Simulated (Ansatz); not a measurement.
## Ionic part of the dielectric constant of LiCl, mode by mode

Theory: Ansatz 0.2.0, DFT PBE, scalar-relativistic, plane waves, PAW. Cutoff 420 eV, 4×4×4 k-points (Γ-centred), fixed occupations. No spin polarisation. Phonons by linear response, acoustic sum rule imposed.

Space group I-42m (No. 121), tetragonal, a = 7.504 Å, c = 9.819 Å. Li on a site of symmetry m has 4 Cl at 2.30–2.47 Å and 1 Li at 2.73 Å; Li on a site of symmetry -42m has 4 Cl at 2.39 Å; Cl on a site of symmetry m has 4 Li at 2.30–2.47 Å; Cl on a site of symmetry -42m has 4 Li at 2.37 Å.

The structure comes from a generated guess, relaxed at this level; another structure or a mixture of phases may lie lower.

The primitive cell has V = 276.50 Å³ and ε∞,yy = 2.030. Each polar mode adds Δε = (4.92064×10⁷/V)·S/ν² along y, with S its oscillator strength in e²/amu, ν in cm⁻¹ and V in Å³.

**Question.** From these modes, find each Δε and ε0,yy.
```
ν (cm⁻¹)  S_yy (e²/amu)
  124.04         0.0127
  141.91        0.02214
  211.98        0.04185
  255.03        0.05693
  296.21         0.3034
  384.23         0.4189
```

**Answer.**
```csv
ν (cm⁻¹),Δε
124.04,0.15
141.91,0.20
211.98,0.17
255.03,0.16
296.21,0.62
384.23,0.50
```

The sum is 1.80, so ε0,yy = 3.83; the run's tensor has 3.82.

**Question.** Where do the longitudinal modes lie for a wave vector along y?

**Answer.** At 125.95, 145.72, 215.93, 258.89, 322.74, 448.30 cm⁻¹. The Lyddane–Sachs–Teller product Π(ν_LO/ν_TO)² = 1.88 agrees with ε0/ε∞ = 1.88.
